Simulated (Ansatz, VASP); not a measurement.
# One calculation of Yb, two programs

The input INCAR:

```
  PREC = Accurate
  ENCUT = 520
  EDIFF = 1E-6
  ISMEAR = 1
  SIGMA = 0.025
  LREAL = False
  LASPH = True
  NELM = 150
  ALGO = Normal
  ISIF = 2
  LWAVE = False
  LCHARG = True
  ISPIN = 2
  MAGMOM = 0.39
  LORBIT = 11
  LMAXMIX = 6
  LDAU = True
  LDAUTYPE = 2
  LDAUL = 3
  LDAUU = 5
  LDAUJ = 0
  LDAUPRINT = 1
  GGA = PE
  LELF = True
  LVHAR = True
  NBANDS = 22
```

The input KPOINTS:

```
regular mesh
0
Gamma
  9 9 9
```

The input POSCAR:

```
Yb
1.0
   -2.1514830000      2.1514830000      2.1514830000
    2.1514830000     -2.1514830000      2.1514830000
    2.1514830000      2.1514830000     -2.1514830000
Yb
1
Direct
    0.0000000000      0.0000000000      0.0000000000
```

Contents of input.yaml:

```yaml
crystal:
  lattice:
    - [-2.151483, 2.151483, 2.151483]
    - [2.151483, -2.151483, 2.151483]
    - [2.151483, 2.151483, -2.151483]
  atoms:
    - { symbol: Yb, position: [0.0, 0.0, 0.0], spin: 0.39 }
hamiltonian:
  xc: pbe
  pseudopotentials: { kind: paw }
  hubbard: { sites: [{ species: Yb, l: f, u_eff: 5.0 }] }
magnetization:
  spin_polarized: true
kpoints:
  mp_grid: { grid: [9, 9, 9] }
scf:
  occupations: { method: methfessel_paxton, width: 0.025 }
output:
  forces: true
  stress: true
  eigenvalues: true
```

This isn't the form of Yb at room conditions, which is fcc.

Alike in both runs: task single point; functional PBE; k mesh 9 × 9 × 9; occupations methfessel-paxton of order 1, width 0.025 eV; collinear spin; Hubbard terms Yb f U = 5.0 eV.

```csv
,VASP,Ansatz
version,VASP 6.6.1,Ansatz 0.2.0
potentials or method,"VASP PAW PBE potentials, release 64 (Yb)",Ansatz PAW
plane-wave cutoff (eV),520,420
valence electrons in the cell,24,24
```

```csv
,VASP,Ansatz,Ansatz less VASP
gap on the k mesh at the Fermi level (eV),none,none,-
pressure (GPa),0.1,-0.4,-0.46
net moment per atom (μB),0.00,0.00,-0.002
```

The programs project onto different local orbitals, so the same U acts differently. A gap of «none» marks a metal or a gap that the smearing closes.

Caveats: spin-orbit coupling is left out, which moves the levels of the heavy elements; the magnetic or orbital state may not be the lowest (Ansatz). The state reached can hang on the start; a lower one may exist.
